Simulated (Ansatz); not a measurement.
## Elastic constants of HfS$_{2}$: input and output

Level of theory: Ansatz 0.2.0, DFT PBEsol, scalar-relativistic, plane waves, PAW.

Launched with:
```bash
ansatz run input.yaml --threads 1 --pin off --max-ram 4096MiB --backend cpu --events-out ev --progress --plain --runs-dir out
```

Input (bare energies are in eV):
```yaml
crystal:
  lattice:
    - [3.592431107, 0.0, 0.0]
    - [-1.7962155535, 3.1111366, 0.0]
    - [0.0, 0.0, 5.9459213472]
  atoms:
    - { symbol: Hf, position: [0.0, 0.0, 0.0] }
    - { symbol: S, position: [0.6666666667, 0.3333333333, 0.7562194201] }
    - { symbol: S, position: [0.3333333333, 0.6666666667, 0.2437805799] }
basis:
  ecutwfc: 420
kpoints:
  mp_grid: { grid: [12, 12, 6] }
hamiltonian:
  xc: pbesol
scf:
  occupations: { method: fixed }
output:
  forces: true
  stress: true
  eigenvalues: true
elastic:
  mode: relaxed_ion
  stencil: two_point
```

From the output:
```
--- Elastic constants: 3 strain directions × 2 members + reference (group order 12) ---
  dense FFT box of the reference and of every strained cell: 25×25×40
  strains applied: 11, 33, 23; error gains: componentwise 1.00 (the most a stress slope's error grows in a printed constant), spectral 1.41 (1 for all six strains in a standard setting)
  C = ∂σ_k/∂η_j (tension-positive GPa; Voigt order 11 22 33 23 13 12):
       138.801     24.758      1.864     -1.272      0.000      0.000
        24.758    138.801      1.864      1.272      0.000      0.000
         1.868      1.868     17.861     -0.000      0.000      0.000
        -1.270      1.270      0.000      6.059      0.000      0.000
         0.000     -0.000      0.000     -0.000      6.059     -1.270
         0.000     -0.000     -0.000      0.000     -1.272     57.021
  reference stress σ⁰ (GPa):     -0.001     -0.001      0.002      0.000     -0.000     -0.000
  C* (energy form; C + prestress term) asymmetry max|C*_kj − C*_jk| = 6.710e-3 GPa — a small one proves nothing (zero by symmetry where the batch's group is 432, −43m or m−3m); a large one is finite-difference/SCF noise where every solve ...
  moduli (Voigt/Reuss/Hill, GPa): K = 39.16/15.19/27.18   G = 31.63/11.17/21.40   E = 50.85   ν = 0.188
  mechanically stable: yes (min eigenvalue of sym C = 6.03 GPa)
  strain η (Voigt 11):  stress-route row diagonal C_11 = 138.80 GPa, energy-path curvature d²(F+E_count+ΔE)/dδ²/Ω₀ = 138.81 GPa
         δ    σ_11 (GPa) F (eV) n_scf n_hpsi n_pw
    -2.000e-3      -0.2802      -17372.5744112      10  113521   1314   relax 4 steps, max|allowed force component| 4.40e-5 eV/Å
     2.000e-3       0.2750      -17372.5744132       9   96922   1324   relax 3 steps, max|allowed force component| 4.62e-7 eV/Å
  strain η (Voigt 33):  stress-route row diagonal C_33 = 17.86 GPa, energy-path curvature d²(F+E_count+ΔE)/dδ²/Ω₀ = 17.86 GPa
         δ    σ_33 (GPa) F (eV) n_scf n_hpsi n_pw
    -2.000e-3      -0.0348      -17372.5745126      10   40704   1314   relax 3 steps, max|allowed force component| 4.21e-5 eV/Å
     2.000e-3       0.0367      -17372.5745094       9   39776   1320   relax 3 steps, max|allowed force component| 8.59e-8 eV/Å
  strain η (Voigt 23):  stress-route row diagonal C_44 = 6.06 GPa, energy-path curvature d²(F+E_count+ΔE)/dδ²/Ω₀ = 6.06 GPa
         δ    σ_23 (GPa) F (eV) n_scf n_hpsi n_pw
    -2.000e-3      -0.0122      -17372.5745223      10  103517   1319   relax 4 steps, max|allowed force component| 3.76e-5 eV/Å
     2.000e-3       0.0120      -17372.5745224       9   97132   1319   relax 3 steps, max|allowed force component| 6.42e-7 eV/Å
```

It took 6.6 min on 1 thread of Arm Neoverse V2, on a shared host, peak memory 0.59 GiB.

The crystal is built of layers and no dispersion correction was added, so the binding between them is poorly described, and with it their spacing and whatever depends on it. Spin–orbit coupling is left out, which can shift energies with elements as heavy as these.